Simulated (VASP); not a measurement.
## SnS2 (Berndtite-2T): relaxation of cell and atoms with PBE

Crystal: SnS2 (Berndtite-2T).

```
CELL_PARAMETERS angstrom
3.70129 0.00000 0.00000
-1.85065 3.20541 0.00000
0.00000 0.00000 6.77029
ATOMIC_POSITIONS crystal
Sn 0.00000 0.00000 0.00000
S 0.33333 0.66667 0.21836
S 0.66667 0.33333 0.78164
```

```json
{"Program": "VASP 6.6.1", "Task": "relaxation of cell and atoms", "Functional": "PBE", "Potentials or basis": "VASP PAW PBE potentials, release 64 (Sn_d, S)", "Cutoff": "600 eV", "k mesh": "9 × 9 × 5", "Occupations": "gaussian, width 0.03 eV", "Spin": "no spin polarisation", "Further INCAR settings": "ALGO = Normal; EDIFF = 1e-07; IBRION = 2; EDIFFG = -0.005; NSW = 90; ISIF = 3"}
```

* Relaxed volume: 27.07 Å³/atom
* Relaxed cell: a = 3.700 Å, b = 3.700 Å, c = 6.850 Å, α = 90.00°, β = 90.00°, γ = 120.00°
* Space group after relaxing (to 0.05 Å): P-3m1 (No. 164)
* Energy gained by relaxing: 0.1 meV/atom
* Ionic steps: 14
* Pressure after relaxing: 0.0 GPa
* Largest force after relaxing: 0.005 eV/Å
* Band gap on the k mesh: 1.59 eV, indirect (least direct gap 1.84 eV)

Forces on the atoms (eV/Å):
```
Sn   0.000  0.000  0.000
S    0.000  0.000 -0.005
S    0.000  0.000  0.005
```

The path:
| step | energy change (eV) | largest force (eV/Å) | pressure (GPa) | volume (Å³) |
| --- | --- | --- | --- | --- |
| 1 | 0.0000 | 0.0076 | 0.00 | 80.32 |
| 2 | 0.0000 | 0.0049 | 0.02 | 80.32 |
| 3 | 0.0000 | 0.0029 | 0.06 | 80.32 |
| 4 | 0.0000 | 0.0027 | 0.06 | 80.32 |
| 5 | 0.0000 | 0.0030 | 0.07 | 80.33 |
| 6 | 0.0000 | 0.0032 | 0.07 | 80.35 |
| 7 | 0.0000 | 0.0036 | 0.07 | 80.40 |
| 8 | -0.0001 | 0.0044 | 0.08 | 80.48 |
| 9 | -0.0001 | 0.0064 | 0.09 | 80.64 |
| 10 | -0.0002 | 0.0106 | 0.12 | 80.97 |
| 11 | -0.0002 | 0.0021 | 0.07 | 81.10 |
| 12 | -0.0003 | 0.0126 | -0.03 | 81.33 |
| 13 | -0.0003 | 0.0116 | -0.03 | 81.32 |
| 14 | -0.0003 | 0.0046 | 0.02 | 81.21 |

Final structure:
```
Sn S
1.0
     3.70000    0.00000    0.00000
    -1.85000    3.20429    0.00000
     0.00000    0.00000    6.84992
Sn S
1 2
Cartesian
  0.0000 0.0000 0.0000
  0.0000 2.1362 1.4787
  1.8500 1.0681 5.3712
```

Levels at points of the mesh, in eV from the valence-band top:
| k point | band 10 | band 11 | band 12 | band 13 | band 14 | band 15 | band 16 | band 17 |
| --- | --- | --- | --- | --- | --- | --- | --- | --- |
| (0.00, 0.00, 0.00) | -0.47 | -0.39 | -0.11 | -0.11 | 2.06 | 3.80 | 5.43 | 5.43 |

Wall time 7.7 min on 1 thread of Intel(R) Xeon(R) Platinum 8488C (Sapphire Rapids), on a shared host, peak memory 0.26 GiB.

Caveat: spin-orbit coupling is left out, which moves the levels of the heavy elements; an odd mesh through Γ misses points on the zone boundary, where band edges often lie; this functional lacks dispersion, which binds the layers, so the pressure and a relaxed spacing across them are unreliable. PBE usually gives volumes a little too large and moduli too small.
